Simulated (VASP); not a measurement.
# Zr (Im-3m) in VASP: settings compared

Aim: see how the results for Zr move with the level of theory and the settings. Levels: PBEsol, RPBE. Tasks: relaxation of cell and atoms, single point.

All numbers are computed with VASP 6.6.1; they aren't measurements. Logs are shortened: lines on timing, memory, paths and dates and some standing lists are left out, and cuts for length are marked.

### 1 The structure

It takes space group Im-3m (No. 229, cubic). Conventional cell: a = 3.582 Å, b = 3.582 Å, c = 3.582 Å, α = 90.00°, β = 90.00°, γ = 90.00°. Zr (site symmetry m-3m) has 8 Zr at 3.10 Å as nearest neighbours.

This isn't the form of Zr at room conditions, which is hcp.

### 2 Relaxation of cell and atoms, PBEsol

The input, INCAR:

```
SYSTEM = Zr
  PREC = Accurate
  ENCUT = 600
  EDIFF = 1E-7
  ISMEAR = 0
  SIGMA = 0.1
  LREAL = .False.
  LASPH = .True.
  NELM = 80
  ALGO = Normal
  ISIF = 3
  LWAVE = .False.
  LCHARG = .False.
  GGA = PS
  IBRION = 2
  NSW = 90
  EDIFFG = -0.005
```

The input, KPOINTS:

```
Automatic mesh
0
Gamma
  6 6 6
  0 0 0
```

The input, POSCAR:

```
Zr
1.0
   -1.7908472700      1.7908472700      1.7908472700
    1.7908472700     -1.7908472700      1.7908472700
    1.7908472700      1.7908472700     -1.7908472700
Zr
1
Direct
    0.0000000000      0.0000000000      0.0000000000
```

Potentials or basis: VASP PAW PBE potentials, release 64 (Zr_sv).

Command:

```bash
cat potpaw_PBE.64/Zr_sv/POTCAR > POTCAR
mpirun -np 1 vasp_std > vasp.out
```

OUTCAR:

```text
SYSTEM = Zr
   PREC = Accurate
   ENCUT = 600
   EDIFF = 1E-7
   ISMEAR = 0
   LREAL = .False.
   LASPH = .True.
   NELM = 80
   ISIF = 3
   GGA = PS
   IBRION = 2
   NSW = 90
   EDIFFG = -0.005

 ion  position               nearest neighbor table
   1  0.000  0.000  0.000-

  LATTYP: Found a body centered cubic cell.
 ALAT       =     3.5816945400

  Lattice vectors:

 A1 = (  -1.7908472700,   1.7908472700,   1.7908472700)
 A2 = (   1.7908472700,  -1.7908472700,   1.7908472700)
 A3 = (   1.7908472700,   1.7908472700,  -1.7908472700)

Analysis of symmetry for initial positions (statically):
=====================================================================
 Subroutine PRICEL returns:
 Original cell was already a primitive cell.

 Routine SETGRP: Setting up the symmetry group for a
 body centered cubic supercell.

 Subroutine GETGRP returns: Found 48 space group operations
 (whereof 48 operations were pure point group operations)
 out of a pool of 48 trial point group operations.

The static configuration has the point symmetry O_h .

Analysis of symmetry for dynamics (positions and initial velocities):
=====================================================================
 Subroutine PRICEL returns:
 Original cell was already a primitive cell.

 Routine SETGRP: Setting up the symmetry group for a
 body centered cubic supercell.

 Subroutine GETGRP returns: Found 48 space group operations
 (whereof 48 operations were pure point group operations)
 out of a pool of 48 trial point group operations.

The dynamic configuration has the point symmetry O_h .

 Subroutine INISYM returns: Found 48 space group operations
 (whereof 48 operations are pure point group operations),
 and found     1 'primitive' translations

----------------------------------------------------------------------------------------

                                     Primitive cell

  volume of cell :      22.9739

  direct lattice vectors                    reciprocal lattice vectors
    -1.790847270  1.790847270  1.790847270     0.000000000  0.279197455  0.279197455
     1.790847270 -1.790847270  1.790847270     0.279197455  0.000000000  0.279197455
     1.790847270  1.790847270 -1.790847270     0.279197455  0.279197455  0.000000000

  length of vectors
     3.101838460  3.101838460  3.101838460     0.394844827  0.394844827  0.394844827

  position of ions in fractional coordinates (direct lattice)
     0.000000000  0.000000000  0.000000000

  ion indices of the primitive-cell ions
   primitive index   ion index
                 1           1

----------------------------------------------------------------------------------------

 KPOINTS: Automatic mesh

Automatic generation of k-mesh.
 Grid dimensions read from file:
 generate k-points for:    6    6    6

 Generating k-lattice:

  Cartesian coordinates                     Fractional coordinates (reciprocal lattice)
     0.000000000  0.046532909  0.046532909     0.166666667  0.000000000  0.000000000
     0.046532909  0.000000000  0.046532909     0.000000000  0.166666667  0.000000000
     0.046532909  0.046532909  0.000000000     0.000000000  0.000000000  0.166666667

  Length of vectors
     0.065807471  0.065807471  0.065807471

  Shift w.r.t. Gamma in fractional coordinates (k-lattice)
     0.000000000  0.000000000  0.000000000

 Subroutine IBZKPT returns following result:
 ===========================================

 Found     16 irreducible k-points:

 Following reciprocal coordinates:
            Coordinates               Weight
  0.000000  0.000000  0.000000      1.000000
  0.166667  0.000000  0.000000     12.000000
  0.333333  0.000000  0.000000     12.000000
  0.500000  0.000000  0.000000      6.000000
  0.166667  0.166667  0.000000     24.000000
  0.333333  0.166667  0.000000     48.000000
[... 8 lines left out ...]
  0.500000  0.500000  0.333333     12.000000
  0.500000  0.500000  0.500000      1.000000
   k-points           NKPTS =     16   k-points in BZ     NKDIM =     16   number of bands    NBANDS=     10
   number of dos      NEDOS =    301   number of ions     NIONS =      1
   total plane-waves  NPLWV =  21952
   dimension x,y,z NGX =    28 NGY =   28 NGZ =   28
   dimension x,y,z NGXF=    56 NGYF=   56 NGZF=   56
   ions per type =               1
   NGX,Y,Z   is equivalent  to a cutoff of  15.01, 15.01, 15.01 a.u.
   NGXF,Y,Z  is equivalent  to a cutoff of  30.01, 30.01, 30.01 a.u.
 SYSTEM =  Zr
   PREC   = accura    normal or accurate (medium, high low for compatibility)
   ISTART =      0    job   : 0-new  1-cont  2-samecut
   ICHARG =      2    charge: 1-file 2-atom 10-const
   ISPIN  =      1    spin polarized calculation?
   LNONCOLLINEAR =      F non collinear calculations
   LSORBIT =      F    spin-orbit coupling
   LASPH  =      T    aspherical Exc in radial PAW
   ENCUT  =  600.0 eV  44.10 Ry    6.64 a.u.   6.20  6.20  6.20*2*pi/ulx,y,z
   NELM   =     80;   NELMIN=  2; NELMDL= -5     # of ELM steps
   EDIFF  = 0.1E-06   stopping-criterion for ELM
   LREAL  =      F    real-space projection
   EDIFFG = -.5E-02   stopping-criterion for IOM
   NSW    =     90    number of steps for IOM
   IBRION =      2    ionic relax: 0-MD 1-quasi-New 2-CG
   NFREE  =      1    steps in history (QN), initial steepest desc. (CG)
   ISIF   =      3    stress and relaxation
   ISYM   =      2    0-nonsym 1-usesym 2-fastsym
   POTIM  = 0.5000    time-step for ionic-motion
   TEBEG  =    0.0;   TEEND  =   0.0 temperature during run
   PSTRESS=    0.0 pullay stress
   NELECT =      12.0000    total number of electrons
   NUPDOWN=      -1.0000    fix difference up-down
   EMIN   =  10.00;   EMAX   =-10.00  energy-range for DOS
   EFERMI =   0.00;   METHOD = LEGACY
   ISMEAR =     0;   SIGMA  =   0.10  broadening in eV -4-tet -1-fermi 0-gaus
   EFERMI_NEDOS =   21; number of points for ismear=-14 and -15
   IALGO  =     38    algorithm
   IMIX   =      4    mixing-type and parameters
     AMIX     =   0.40;   BMIX     =  1.00
     AMIX_MAG =   1.60;   BMIX_MAG =  1.00
  volume/ion in A,a.u.               =      22.97       155.04
  Fermi-wavevector in a.u.,A,eV,Ry     =   1.318429  2.491469 23.650390  1.738255
  Thomas-Fermi vector in A             =   2.448399
   LORBIT       =      0    0 simple, 1 ext, 2 COOP (PROOUT), +10 PAW based schemes
   GGA     = PS    functional components
   LHFCALC =     F    Hartree Fock is set to
   AEXX    =    0.0000 exact exchange contribution
   IVDW    =     0    specifies the selected vdW correction
   LEPSILON=     F    determine dielectric tensor
   LRPA    =     F    only Hartree local field effects (RPA)
 conjugate gradient relaxation of ions
 non-spin polarized calculation
 Gauss-broadening in eV      SIGMA  =   0.10
  energy-cutoff  :      600.00
  volume of cell :       22.97
 maximum number of plane-waves:       784
 NGX is ok and might be reduce to    28
   NGX = 13   NGY = 13   NGZ = 13

--------------------------------------- Ionic step        1  -------------------------------------------

 number of electron      12.0000000 magnetization

 Free energy of the ion-electron system (eV)
  ---------------------------------------------------
  ext. energy  EPLUGINS =         0.00000000
  ---------------------------------------------------
  free energy    TOTEN  =        -8.99732109 eV

  energy without entropy =       -8.98969730  energy(sigma->0) =       -8.99350920

------------------------ aborting loop because EDIFF is reached ----------------------------------------

  FORCE on cell =-STRESS in cart. coord.  units (eV):
  Direction    XX          YY          ZZ          XY          YZ          ZX
  --------------------------------------------------------------------------------------
  -------------------------------------------------------------------------------------
  Total       -0.7437594     -0.7437594     -0.7437594      0.0000000     -0.0000000      0.0000000
  in kB      -51.8689475    -51.8689475    -51.8689475      0.0000000     -0.0000000      0.0000000
  external PRESSURE =     -51.8689475 kB  Pullay stress =       0.0000000 kB
[... 20 lines left out ...]
  energy  without entropy=       -8.9896973018  energy(sigma->0) =       -8.99350920

--------------------------------------- Ionic step        2  -------------------------------------------

 number of electron      12.0000000 magnetization

 E-fermi :  10.0006     XC(G=0): -11.7729

 val. band max:        9.7826539876   @ k =   0.1667   0.1667   0.0000
 cond. band min:      10.0080799482   @ k =   0.5000   0.5000   0.1667
 fundamental gap:      0.2254259606
 Fermi energy:        10.0005593787

 k-point     1 :       0.0000    0.0000    0.0000
  band No.  band energies     occupation
      1     -38.1925      2.00000
      2     -15.5073      2.00000
      3     -15.5073      2.00000
      4     -15.5073      2.00000
      5       4.4491      2.00000
      6      11.1557      0.00000
      7      11.1557      0.00000
      8      11.1557      0.00000
      9      13.9925      0.00000
     10      13.9925      0.00000
[... 330 lines left out ...]
  energy  without entropy=       -9.0105652622  energy(sigma->0) =       -9.01473821

--------------------------------------- Ionic step        6  -------------------------------------------

 number of electron      12.0000000 magnetization

 Free energy of the ion-electron system (eV)
  ---------------------------------------------------
  ext. energy  EPLUGINS =         0.00000000
  ---------------------------------------------------
  free energy    TOTEN  =        -9.01891400 eV

  energy without entropy =       -9.01055194  energy(sigma->0) =       -9.01473297

 E-fermi :   9.3896     XC(G=0): -11.5226

 val. band max:        9.3496825795   @ k =   0.5000   0.5000   0.1667
 cond. band min:       9.4317149164   @ k =   0.1667   0.1667   0.0000
 fundamental gap:      0.0820323369
 Fermi energy:         9.3895720428

 k-point     1 :       0.0000    0.0000    0.0000
  band No.  band energies     occupation
      1     -38.8957      2.00000
      2     -16.3156      2.00000
      3     -16.3156      2.00000
      4     -16.3156      2.00000
      5       3.8851      2.00000
      6      10.5150      0.00000
      7      10.5150      0.00000
      8      10.5150      0.00000
      9      13.1989      0.00000
     10      13.1989      0.00000
[... 221 lines left out ...]
  FREE ENERGIE OF THE ION-ELECTRON SYSTEM (eV)
  ---------------------------------------------------
  free  energy   TOTEN  =        -9.0189139980 eV

  energy  without entropy=       -9.0105519424  energy(sigma->0) =       -9.01473297

 reached required accuracy - stopping structural energy minimisation
```

Wall time 16 s (1 thread of Intel Xeon 6975P-C (Granite Rapids), shared host); peak memory 0.16 GiB.

What came out:

| Item | Value |
| --- | --- |
| Free energy | -9.0189 eV |
| Relaxed volume | 21.70 Å³/atom |
| Relaxed cell | a = 3.044 Å, b = 3.044 Å, c = 3.044 Å, α = 109.47°, β = 109.47°, γ = 109.47° |
| Space group after relaxing (to 0.05 Å) | Im-3m (No. 229) |
| Energy gained by relaxing | 21.6 meV/atom |
| Ionic steps | 6 |
| Pressure after relaxing | 0.0 GPa |
| Band gap on the k mesh | none (metal or under the smearing width) |

The path:
```csv
step,energy change (eV),largest force (eV/Å),pressure (GPa),volume (Å³)
1,0.0000,0.0000,-5.19,22.97
2,-0.0020,0.0000,5.85,20.59
3,-0.0216,0.0000,-0.04,21.71
4,-0.0216,0.0000,0.08,21.69
5,-0.0216,0.0000,-0.06,21.72
6,-0.0216,0.0000,0.00,21.70
```

Final structure:
```
Zr
1.0
    -1.75720    1.75720    1.75720
     1.75720   -1.75720    1.75720
     1.75720    1.75720   -1.75720
Zr
1
Direct
  0.00000 0.00000 0.00000
```

Levels at points of the mesh, in eV from the Fermi level:
```
           k point  band 3  band 4  band 5  band 6  band 7  band 8  band 9  band 10
(0.00, 0.00, 0.00)  -25.71  -25.71   -5.50    1.13    1.13    1.13    3.81     3.81
(0.50, 0.00, 0.00)  -26.09  -25.72   -3.01   -0.82    1.90    3.83    4.56     6.86
(0.50, 0.50, 0.50)  -26.53  -26.53   -2.86   -2.86    6.10    6.10    6.10     7.91
```

Caveat: the k mesh is coarse (spacing up to 0.41 Å⁻¹), so the values aren't converged; the PAW data sets were made with another functional, which shifts forces and pressure a little.

(Part 1 of 2 ends here.)
